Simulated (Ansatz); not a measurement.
# BeH2: the cost of one run

Program: Ansatz 0.2.0. Level of theory: DFT PBE, scalar-relativistic, plane waves, PAW. These are calculated values, not measurements.

1 further run of the same task is left out (set aside as unsound or not needed).

## (1) The starting structure

It takes space group P4_2cm (No. 101, tetragonal). The conventional cell has a = 6.485 Å, b = 6.485 Å, c = 4.380 Å, α = 90.00°, β = 90.00°, γ = 90.00°. Around Be (site symmetry 1) lie 4 H at 1.00 to 1.43 Å. H (site symmetry 2) has 2 Be at 1.29 Å as nearest neighbours. H (site symmetry 1) is surrounded by 2 Be at 1.00 to 1.43 Å. H (site symmetry m) has 2 Be at 1.13 Å as nearest neighbours.

Structure file:

```cif
data_structure
_symmetry_space_group_name_H-M 'P4_2cm'
_symmetry_Int_Tables_number 101
_cell_length_a 6.4847
_cell_length_b 6.4847
_cell_length_c 4.3797
_cell_angle_alpha 90.000
_cell_angle_beta 90.000
_cell_angle_gamma 90.000
_cell_volume 184.17
loop_
_atom_site_label
_atom_site_type_symbol
_atom_site_symmetry_multiplicity
_atom_site_Wyckoff_symbol
_atom_site_fract_x
_atom_site_fract_y
_atom_site_fract_z
_atom_site_occupancy
Be1 Be 8 e 0.31381 0.93120 0.50000 1
H1 H 4 c 0.50000 0.00000 0.48220 1
H2 H 8 e 0.28839 0.95636 0.27820 1
H3 H 4 d 0.20586 0.79414 0.51892 1
```

A structure generator made this guess: 4-connected net, bridging atoms on its edges, bridges bent (P4_2cm, No. 101). Its size is a rough estimate.

## (2) The guess as it stands, on a coarse mesh

File input.yaml:

```yaml
crystal:
  lattice:
    - [6.48469703, 0.0, 0.0]
    - [0.0, 6.48469703, 0.0]
    - [0.0, 0.0, 4.37969577]
  atoms:
    - { symbol: Be, position: [0.31381198, 0.93119501, 0.5] }
    - { symbol: Be, position: [0.68618802, 0.93119501, 0.0] }
    - { symbol: Be, position: [0.68618802, 0.06880499, 0.5] }
    - { symbol: Be, position: [0.93119501, 0.68618802, 0.0] }
    - { symbol: Be, position: [0.93119501, 0.31381198, 0.5] }
    - { symbol: Be, position: [0.31381198, 0.06880499, 0.0] }
    - { symbol: Be, position: [0.06880499, 0.31381198, 0.0] }
    - { symbol: Be, position: [0.06880499, 0.68618802, 0.5] }
    - { symbol: H, position: [0.5, 0.0, 0.48220435] }
    - { symbol: H, position: [0.28839285, 0.95636114, 0.27819523] }
    - { symbol: H, position: [0.28839285, 0.04363886, 0.77819523] }
    - { symbol: H, position: [0.20585804, 0.79414196, 0.51892359] }
    - { symbol: H, position: [0.71160715, 0.95636114, 0.77819523] }
    - { symbol: H, position: [0.71160715, 0.04363886, 0.27819523] }
    - { symbol: H, position: [0.79414196, 0.79414196, 0.01892359] }
    - { symbol: H, position: [0.5, 0.0, 0.98220435] }
    - { symbol: H, position: [0.79414196, 0.20585804, 0.51892359] }
    - { symbol: H, position: [0.0, 0.5, 0.98220435] }
    - { symbol: H, position: [0.95636114, 0.71160715, 0.77819523] }
    - { symbol: H, position: [0.04363886, 0.71160715, 0.27819523] }
    - { symbol: H, position: [0.95636114, 0.28839285, 0.27819523] }
    - { symbol: H, position: [0.04363886, 0.28839285, 0.77819523] }
    - { symbol: H, position: [0.0, 0.5, 0.48220435] }
    - { symbol: H, position: [0.20585804, 0.20585804, 0.01892359] }
basis:
  ecutwfc: 420
kpoints:
  mp_grid: { grid: [4, 4, 4] }
hamiltonian:
  xc: pbe
scf:
  occupations: { method: gaussian, width: 0.1 }
  lower_state_search: "off"
output:
  forces: true
  stress: true
  eigenvalues: true
```

Launch:

```bash
$ ansatz run input.yaml --threads 1 --pin off --max-ram 2560MiB --backend cpu --events-out ev --progress --plain --runs-dir out
```

Q: Estimate wall time and peak memory on 1 thread of INTEL XEON PLATINUM 8581C at 2.10GHz (Emerald Rapids), shared host.

About 5 s, with a peak of 0.45 GiB.
